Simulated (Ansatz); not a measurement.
Crystal: In2O3.

```xyz
10
Lattice="2.7435 1.5840 4.8367 -2.7435 1.5840 4.8367 0.0000 -3.1679 4.8367" Properties=species:S:1:pos:R:3 pbc="T T T"
In    0.0000    0.0000   12.4396
In    0.0000    0.0000    9.3254
In    0.0000    0.0000    2.0704
In    0.0000    0.0000    5.1846
O    -1.9259   -0.1679    6.0458
O     0.8176    1.7519    6.0458
O     1.1084   -1.5840    6.0458
O     1.9259    0.1679    8.4642
O    -0.8176   -1.7519    8.4642
O    -1.1084    1.5840    8.4642
```

* Program: Ansatz 0.2.0
* Task: relaxation of cell and atoms
* Functional: LDA
* Potentials or basis: Ansatz PAW
* Cutoff: 420 eV (not typed: the program's choice for these potentials)
* k mesh: 6 × 6 × 6
* Occupations: fermi-dirac, width 0.05 eV
* Spin: no spin polarisation

At the start: volume 12.61 Å³/atom.

How do energy, volume and symmetry change on relaxing?

It ends after 8 steps and the volume is 12.38 Å³/atom (-1.9 %); space group R-3c (No. 167, to 0.05 Å).

Step by step:
| step | energy change (eV) | largest force (eV/Å) | volume (Å³) |
| --- | --- | --- | --- |
| 1 | 0.0000 | 0.1670 | 126.11 |
| 2 | -0.0426 | 0.0535 | 123.49 |
| 3 | -0.0423 | 0.0204 | 123.78 |
| 4 | -0.0421 | 0.0145 | 123.86 |
| 5 | -0.0421 | 0.0005 | 123.86 |
| 6 | -0.0307 | 0.0010 | 123.86 |
| 7 | -0.0312 | 0.0001 | 123.77 |
| 8 | -0.0306 | 0.0000 | 123.77 |

Final structure:
```
In O
1.0
     2.73089    1.57668    4.79072
    -2.73089    1.57668    4.79072
     0.00000   -3.15336    4.79072
In O
4 6
Direct
  0.85768 0.85768 0.85768
  0.64232 0.64232 0.64232
  0.14232 0.14232 0.14232
  0.35768 0.35768 0.35768
  0.04553 0.75000 0.45447
  0.75000 0.45447 0.04553
  0.45447 0.04553 0.75000
  0.95447 0.25000 0.54553
  0.25000 0.54553 0.95447
  0.54553 0.95447 0.25000
```

Caveat: the plane-wave basis is chosen anew once the cell has moved, so the energies of steps on either side of that aren't comparable; the pressure holds a Pulay correction of +0.9 GPa for the finite cutoff; the PAW data sets come from PBE, with cores solved anew for the run's functional, which leaves a small shift of forces and pressure.
